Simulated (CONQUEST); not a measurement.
# C (Fd-3m) in CONQUEST: equation of state

How stiff is C in PBEsol, and what volume does it want? The cell is scaled to several volumes.

Program: CONQUEST 1.3. These are calculated values, not measurements. Logs are shortened: lines on timing, memory, paths and dates and some standing lists are left out, and cuts for length are marked.

**Experimental background.**

“Equation of state of cubic boron nitride at high pressures and temperatures”, 2007, arxiv:cond-mat/0702656 quotes, for a bulk crystal of C: bulk modulus 444.8 ± 0.8 GPa.

How close the calculation comes is told below.

### 1 The structure

The structure is cubic, space group Fd-3m (No. 227). Conventional cell: a = 3.567 Å, b = 3.567 Å, c = 3.567 Å, α = 90.00°, β = 90.00°, γ = 90.00°. Around C (site symmetry -43m) lie 4 C at 1.54 Å.

This isn't the form of C at room conditions, which is graphite.

### 2 Equation of state, PBEsol, 5.33 Å³/atom (volume scaled by 0.94)

Conquest_input reads:

```
IO.Title C
IO.Coordinates coords.dat
IO.FractionalAtomicCoords T
IO.Iprint 2
IO.Iprint_init 1
General.NumberOfSpecies 1
General.PseudopotentialType hamann
AtomMove.TypeOfRun static
AtomMove.FullStress T
Grid.PointsAlongX 24
Grid.PointsAlongY 24
Grid.PointsAlongZ 36
DM.SolutionMethod diagon
Diag.MPMesh T
Diag.GammaCentred T
Diag.MPMeshX 10
Diag.MPMeshY 10
Diag.MPMeshZ 8
Diag.kT 0.00183747
minE.SCTolerance 1e-6
SC.MaxIters 100
IO.AtomChargeOutput T
%block ChemicalSpeciesLabel
1 12.010 C
%endblock
```

coords.dat reads:

```
    4.6687211923     0.0000000000     0.0000000000
    0.0000000000     4.6687211923     0.0000000000
    0.0000000000     0.0000000000     6.6025688284
4
  0.0000000000   0.5000000000   0.2500000000 1 T T T
  0.5000000000   0.0000000000   0.7500000000 1 T T T
  0.0000000000   0.0000000000   0.5000000000 1 T T T
  0.5000000000   0.5000000000   0.0000000000 1 T T T
```

Potentials or basis: PseudoDojo NC PBEsol, DZP, grid of 24 × 24 × 36 points.

On the command line:

```sh
$ OMP_NUM_THREADS=1 Conquest
```

The log of the run:

```text
Simulation cell dimensions:     4.6687 a0 x     4.6687 a0 x     6.6026 a0

      Atomic coordinates (a0)
         Atom         X         Y         Z  Species
            1    0.0000    2.3344    1.6506        1
            2    2.3344    0.0000    4.9519        1
            3    0.0000    0.0000    3.3013        1
            4    2.3344    2.3344    0.0000        1

         Monkhorst-Pack mesh:  10 x  10 x   8 gamma-centred
        This calculation includes non-local pseudopotentials,
         with a maximum core radius of      6.24713685

    Job title: C
    Job to be run: static calculation

[... 5 lines left out ...]
      Using Fermi-Dirac smearing

    Integration grid size:     24 x   24 x   36

    Integration grid spacing:  0.195 a0 x 0.195 a0 x 0.183 a0

    Number of species:  1
    --------------------------------------------------------
    |   #  mass (au)  Charge (e)  SF Rad (a0)  NSF  Label  |
    --------------------------------------------------------
    |   1     12.010       4.000        6.614   13  C      |
    --------------------------------------------------------
          SCF tolerance:                 0.00000100
          SCF iterations:               100

    LibXC version:  6. 2. 2
    Using the GGA functional Perdew, Burke & Ernzerhof SOL
    Using the GGA functional Perdew, Burke & Ernzerhof SOL

           radial cut-off to be used is taken to be max PAO cut-off radius for this species:    6.247137

           greatest ang. mom. for making density from PAOs:  2
    Minimum blocs/proc is      324. Maximum blocs/proc is      324
    set_atom_dens: In set_atomic_density, electrons :      16.000000000000
 matrix_size & matrix_size_padH =           52          52

    Screened ion int: energy:     -14.574710194676 Ha

    new_SC_potl: Starting.  Tolerance:  0.10000E-05

    PulayMixSC: Starting Pulay mixing, A_up =  0.500 A_dn =  0.500
    PulayMixSC: Spin non-polarised calculation.
          Harris-Foulkes Energy            :       -24.041887535698194 Ha
          (TS=0 as O(N) or entropic contribution is negligible)
          DFT Total Energy                 :       -23.980290470931092 Ha
          Total number of electrons        :        15.999999999999886
    PulayMixSC: Pulay iteration     1 residual:              0.11096E-01
          Harris-Foulkes Energy            :       -23.998274018809887 Ha
          (TS=0 as O(N) or entropic contribution is negligible)
          DFT Total Energy                 :       -23.990332213025020 Ha
          Total number of electrons        :        16.000002138191523
    PulayMixSC: Pulay iteration     2 residual:              0.44776E-02
          Harris-Foulkes Energy            :       -23.991819293517885 Ha
          (TS=0 as O(N) or entropic contribution is negligible)
          DFT Total Energy                 :       -23.991810056129115 Ha
          Total number of electrons        :        16.000000677033785
    PulayMixSC: Pulay iteration     3 residual:              0.44576E-03
          Harris-Foulkes Energy            :       -23.991812474845158 Ha
          (TS=0 as O(N) or entropic contribution is negligible)
          DFT Total Energy                 :       -23.991811902596538 Ha
          Total number of electrons        :        15.999998145221394
    PulayMixSC: Pulay iteration     4 residual:              0.32823E-04
          Harris-Foulkes Energy            :       -23.991812126974313 Ha
          (TS=0 as O(N) or entropic contribution is negligible)
          DFT Total Energy                 :       -23.991811989003839 Ha
          Total number of electrons        :        15.999997947885591
    PulayMixSC: Pulay iteration     5 residual:              0.15504E-04
          Harris-Foulkes Energy            :       -23.991812015344333 Ha
          (TS=0 as O(N) or entropic contribution is negligible)
          DFT Total Energy                 :       -23.991812015320534 Ha
          Total number of electrons        :        15.999997989485884
    PulayMixSC: Pulay iteration     6 residual:              0.21000E-06
    PulayMixSC: Reached SCF tolerance of  0.21000E-06 after      6 iterations
      | Number of electrons      =        15.999998
      |* band energy as 2Tr[K.H] =        -9.707592099748940 Ha
      |  screened ion-ion energy =       -14.574710194675703 Ha
      |  Ha correction           =        -0.643939255900985 Ha
      |  XC correction           =         0.934425842398431 Ha
      |* Harris-Foulkes energy   =       -23.991812015344333 Ha
      |* DFT total energy        =       -23.991812015320534 Ha
      |  estimated accuracy      =        -0.000000000023800 Ha

    force: Forces on atoms (Ha/a0)
    force:  Atom   X              Y              Z
    force:     1  -0.0000000000   0.0000000000   0.0000000000
    force:     2   0.0000000000   0.0000000000  -0.0000000000
    force:     3  -0.0000000000   0.0000000000  -0.0000000000
    force:     4   0.0000000000  -0.0000000000   0.0000000000

    force: Maximum force :        0.00000000(Ha/a0) on atom         4 in z direction
    force: Force Residual:        0.00000000 Ha/a0
    force: Total stress:        -34.51488938     0.00000000     0.00000000 GPa
                             0.00000000   -34.51488938    -0.00000000
                             0.00000000    -0.00000000   -33.12398692
    force: Average pressure:     34.05125523 GPa

    force: Finished force
    get_E_and_F: Change in energy during last step of electronic optimisation:  0.11163E-06

    BIBLIOGRAPHY: Please consider citing the following references in the conquest.bib file

    CONQUEST:         Bowler2002pt, Miyazaki2004, Nakata2020
    Basis:            Bowler2019
    DM:               Bowler:2006xr
    Pseudopotentials: Hamann2013, Bowler2019
    XC references from LibXC:
```

Run time: 3.7 min. Hardware: 1 thread of Intel Xeon Platinum 8375C at 2.90GHz (Ice Lake), shared host; peak memory 0.43 GiB.

What came out:

```
Free energy            : -652.8505 eV
Pressure               : 34.1 GPa
Band gap on the k mesh : 4.29 eV
```

Caveat: the basis of atomic orbitals isn't converged, which shifts pressures, moduli and gaps; the real-space grid breaks the cell's symmetry a little.

### 3 Equation of state, PBEsol, 5.44 Å³/atom (volume scaled by 0.96)

Conquest_input is that of step 2.

coords.dat reads:

```
    4.7016005938     0.0000000000     0.0000000000
    0.0000000000     4.7016005938     0.0000000000
    0.0000000000     0.0000000000     6.6490673240
4
  0.0000000000   0.5000000000   0.2500000000 1 T T T
  0.5000000000   0.0000000000   0.7500000000 1 T T T
  0.0000000000   0.0000000000   0.5000000000 1 T T T
  0.5000000000   0.5000000000   0.0000000000 1 T T T
```

Potentials or basis: PseudoDojo NC PBEsol, DZP, grid of 24 × 24 × 36 points.

On the command line:

```sh
$ OMP_NUM_THREADS=1 Conquest
```

Wall time 4.7 min (1 thread of Intel Xeon Platinum 8375C at 2.90GHz (Ice Lake), shared host); peak memory 0.4 GiB.

It converged, with:

| Property | Result |
| --- | --- |
| Free energy | -652.9292 eV |
| Pressure | 22.0 GPa |
| Band gap on the k mesh | 4.24 eV |

Caveat: the basis of atomic orbitals isn't converged, which shifts pressures, moduli and gaps; the real-space grid breaks the cell's symmetry a little.

### 4 Equation of state, PBEsol, 5.56 Å³/atom (volume scaled by 0.98)

Conquest_input is that of step 3.

coords.dat reads:

```
    4.7340264503     0.0000000000     0.0000000000
    0.0000000000     4.7340264503     0.0000000000
    0.0000000000     0.0000000000     6.6949244098
4
  0.0000000000   0.5000000000   0.2500000000 1 T T T
  0.5000000000   0.0000000000   0.7500000000 1 T T T
  0.0000000000   0.0000000000   0.5000000000 1 T T T
  0.5000000000   0.5000000000   0.0000000000 1 T T T
```

On the command line:

```sh
$ OMP_NUM_THREADS=1 Conquest
```

Wall time 4.5 min (1 thread of Intel Xeon Platinum 8375C at 2.90GHz (Ice Lake), shared host); peak memory 0.4 GiB.

It converged, with:

- Free energy: -652.9764 eV
- Pressure: 11.7 GPa
- Band gap on the k mesh: 4.18 eV

Caveat: the basis of atomic orbitals isn't converged, which shifts pressures, moduli and gaps; the real-space grid breaks the cell's symmetry a little.

### 5 Equation of state, PBEsol, 5.67 Å³/atom

Conquest_input is that of step 4.

coords.dat reads:

```
    4.7660140857     0.0000000000     0.0000000000
    0.0000000000     4.7660140857     0.0000000000
    0.0000000000     0.0000000000     6.7401617577
4
  0.0000000000   0.5000000000   0.2500000000 1 T T T
  0.5000000000   0.0000000000   0.7500000000 1 T T T
  0.0000000000   0.0000000000   0.5000000000 1 T T T
  0.5000000000   0.5000000000   0.0000000000 1 T T T
```

On the command line:

```sh
$ OMP_NUM_THREADS=1 Conquest
```

Wall time 4.5 min (1 thread of Intel Xeon Platinum 8375C at 2.90GHz (Ice Lake), shared host); peak memory 0.4 GiB.

The run converged. Its results:

| Quantity | Value |
| --- | --- |
| Free energy | -652.9964 eV |
| Pressure | 2.6 GPa |
| Band gap on the k mesh | 4.14 eV |

Caveat: the basis of atomic orbitals isn't converged, which shifts pressures, moduli and gaps; the real-space grid breaks the cell's symmetry a little.

### 6 Equation of state, PBEsol, 5.79 Å³/atom (volume scaled by 1.02)

Conquest_input is that of step 5.

coords.dat reads:

```
    4.7975780128     0.0000000000     0.0000000000
    0.0000000000     4.7975780128     0.0000000000
    0.0000000000     0.0000000000     6.7847998915
4
  0.0000000000   0.5000000000   0.2500000000 1 T T T
  0.5000000000   0.0000000000   0.7500000000 1 T T T
  0.0000000000   0.0000000000   0.5000000000 1 T T T
  0.5000000000   0.5000000000   0.0000000000 1 T T T
```

Potentials or basis: PseudoDojo NC PBEsol, DZP, grid of 24 × 24 × 36 points.

On the command line:

```sh
$ OMP_NUM_THREADS=1 Conquest
```

Wall time 4.6 min (1 thread of Intel Xeon Platinum 8375C at 2.90GHz (Ice Lake), shared host); peak memory 0.4 GiB.

The run converged. Its results:

| Item | Value |
| --- | --- |
| Free energy | -652.9903 eV |
| Pressure | -6.6 GPa |
| Band gap on the k mesh | 4.09 eV |

Caveat: the basis of atomic orbitals isn't converged, which shifts pressures, moduli and gaps; the real-space grid breaks the cell's symmetry a little.

### 7 Equation of state, PBEsol, 5.90 Å³/atom (volume scaled by 1.04)

Conquest_input is that of step 6.

coords.dat reads:

```
    4.8287319897     0.0000000000     0.0000000000
    0.0000000000     4.8287319897     0.0000000000
    0.0000000000     0.0000000000     6.8288582682
4
  0.0000000000   0.5000000000   0.2500000000 1 T T T
  0.5000000000   0.0000000000   0.7500000000 1 T T T
  0.0000000000   0.0000000000   0.5000000000 1 T T T
  0.5000000000   0.5000000000   0.0000000000 1 T T T
```

On the command line:

```sh
$ OMP_NUM_THREADS=1 Conquest
```

It took 4.7 min on 1 thread of Intel Xeon Platinum 8375C at 2.90GHz (Ice Lake), shared host; peak memory 0.4 GiB.

It converged, with:

```
Free energy            : -652.9605 eV
Pressure               : -14.5 GPa
Band gap on the k mesh : 4.04 eV
```

Caveat: the basis of atomic orbitals isn't converged, which shifts pressures, moduli and gaps; the real-space grid breaks the cell's symmetry a little.

### 8 Equation of state, PBEsol, 6.01 Å³/atom (volume scaled by 1.06)

Conquest_input is that of step 7.

coords.dat reads:

```
    4.8594890736     0.0000000000     0.0000000000
    0.0000000000     4.8594890736     0.0000000000
    0.0000000000     0.0000000000     6.8723553533
4
  0.0000000000   0.5000000000   0.2500000000 1 T T T
  0.5000000000   0.0000000000   0.7500000000 1 T T T
  0.0000000000   0.0000000000   0.5000000000 1 T T T
  0.5000000000   0.5000000000   0.0000000000 1 T T T
```

On the command line:

```sh
$ OMP_NUM_THREADS=1 Conquest
```

Wall time 3.3 min (1 thread of Intel Xeon Platinum 8375C at 2.90GHz (Ice Lake), shared host); peak memory 0.37 GiB.

The run converged. Its results:

```yaml
Free_energy: -652.9094 eV
Pressure: -21.3 GPa
Band_gap_on_the_k_mesh: 3.99 eV
```

Caveat: the basis of atomic orbitals isn't converged, which shifts pressures, moduli and gaps; the real-space grid breaks the cell's symmetry a little.

### 9 Equation of state, PBEsol

Potentials or basis: PseudoDojo NC PBEsol, DZP, grid of 24 × 24 × 36 points.

This step only gathers the single runs of the series.

What came out:

```
Equilibrium volume                      : 5.70 Å³/atom
Bulk modulus                            : 446 GPa
Pressure derivative of the bulk modulus : 3.4
```

Energy against volume, from the lowest point:
| volume (Å³/atom) | energy (meV/atom) |
| --- | --- |
| 5.332 | 36.47 |
| 5.445 | 16.78 |
| 5.558 | 5.00 |
| 5.672 | 0.00 |
| 5.785 | 1.51 |
| 5.899 | 8.96 |
| 6.012 | 21.73 |

Caveat: the DZP basis gives volumes some 2 % larger than converged bases do, and moduli off by several per cent; the basis of atomic orbitals isn't converged, which shifts pressures, moduli and gaps.

### 10 Against experiment

Step 9. Measured bulk modulus of C: 444.8 GPa (quoted in “Equation of state of cubic boron nitride at high pressures and temperatures”, 2007, arxiv:cond-mat/0702656). This calculation gives 446 GPa (+0.2 %). 3 values of this kind are on record (442 to 444.8 GPa); this one was drawn at random among those near their median, those with a stated uncertainty first. The fit is for a static lattice scaled at fixed shape and fixed fractional positions.
